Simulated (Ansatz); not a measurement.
Se under changes of volume

One of the cells (27.261 Å³/atom); the others are scaled copies at fixed shape and fractional positions:

```
Se
1.0
     4.36620    0.00000    0.00000
    -2.18310    3.78124    0.00000
     0.00000    0.00000    4.95360
Se
3
Direct
  0.77460 0.77460 0.00000
  0.00000 0.22540 0.66667
  0.22540 0.00000 0.33333
```

- Program: Ansatz 0.2.0
- Functional: LDA
- Potentials or basis: all-electron LAPW, scalar-relativistic
- Cutoff: 299 eV (chosen from the basis error)
- Basis error allowed: 0.002 eV/atom
- k mesh: 7 × 7 × 6
- Occupations: fermi-dirac, width 0.05 eV
- Spin: no spin polarisation

```tsv
volume (Å³/atom)	energy over the lowest point (meV/atom)	pressure (GPa)	gap on the mesh (eV)	largest force (eV/Å)
25.625	8.11	2.6	1.04	0.889
26.170	1.73	1.2	1.06	0.647
26.716	0.00	-0.1	1.08	0.421
27.261	2.42	-1.3	1.10	0.212
27.806	?	?	?	?
28.351	18.04	-3.2	1.11	0.166
28.896	30.49	-4.1	1.08	0.336
```

What does the run at 27.806 Å³/atom give?

Energy over the lowest point 8.57 meV/atom; pressure -2.3 GPa; gap on the mesh 1.12 eV; largest force 0.016 eV/Å.

Worked out: A Birch-Murnaghan fit of order 3 (a polynomial in V^(-2/3)) to the other rows has its minimum at 26.66 Å³/atom with B0 = V·E''(V) = 60 GPa and B' = 4.4 at fixed shape and positions, which overstates the stiffness. It gives 8.57 meV/atom at 27.806 Å³/atom, against the run's 8.57, and -dE/dV = -2.3 GPa, against -2.3. A parabola through the other rows of the gap, of slope 0.0101 eV per unit of ln V there, gives 1.10 eV, against the run's 1.12.

Energies are extrapolated to zero smearing.

Caveats: an odd mesh through Γ misses points on the zone boundary, where band edges often lie. Spin-orbit coupling on Se is left out.
